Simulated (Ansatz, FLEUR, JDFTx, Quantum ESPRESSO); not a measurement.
**KCl: programs and potentials compared**

```
K Cl
1.0
     0.00000    3.14647    3.14647
     3.14647    0.00000    3.14647
     3.14647    3.14647    0.00000
K Cl
1 1
Direct
  0.00000 0.00000 0.00000
  0.50000 0.50000 0.50000
```

Alike in all runs: task equation of state; functional PBEsol; k mesh 7 × 7 × 7; occupations fermi-dirac, width 0.05 eV; no spin polarisation; no spin-orbit coupling.

```json
{"program and potentials": "Ansatz, Ansatz PAW", "plane-wave cutoff (eV)": "420", "notes": "potentials made for PBE, which Ansatz adapts in part", "equilibrium volume (Å³/atom)": "30.43", "bulk modulus (GPa)": "18.4"}
{"program and potentials": "JDFTx, PseudoDojo-SR-PBEsol-0.4.1-standard", "plane-wave cutoff (eV)": "1007", "notes": "-", "equilibrium volume (Å³/atom)": "30.40", "bulk modulus (GPa)": "18.5"}
{"program and potentials": "Ansatz, all-electron LAPW, scalar-relativistic", "plane-wave cutoff (eV)": "-", "notes": "-", "equilibrium volume (Å³/atom)": "30.42", "bulk modulus (GPa)": "18.4"}
{"program and potentials": "FLEUR, all-electron, FLAPW", "plane-wave cutoff (eV)": "-", "notes": "-", "equilibrium volume (Å³/atom)": "30.43", "bulk modulus (GPa)": "18.5"}
{"program and potentials": "Quantum ESPRESSO, PseudoDojo 0.4.1 SR PBEsol standard", "plane-wave cutoff (eV)": "1007", "notes": "-", "equilibrium volume (Å³/atom)": "30.41", "bulk modulus (GPa)": "18.5"}
```

The equilibrium volume spans 30.40 (JDFTx, PseudoDojo-SR-PBEsol-0.4.1-standard) to 30.43 Å³/atom (FLEUR, all-electron, FLAPW), with all-electron results at 30.42 to 30.43. The bulk modulus spans 18.4 (Ansatz, Ansatz PAW) to 18.5 GPa (FLEUR, all-electron, FLAPW), with all-electron results at 18.4 to 18.5.

Differences between rows come from potentials, basis sets and numerical settings, since the functional is the same but for its coding. Runs on potential files found faulty are left out.
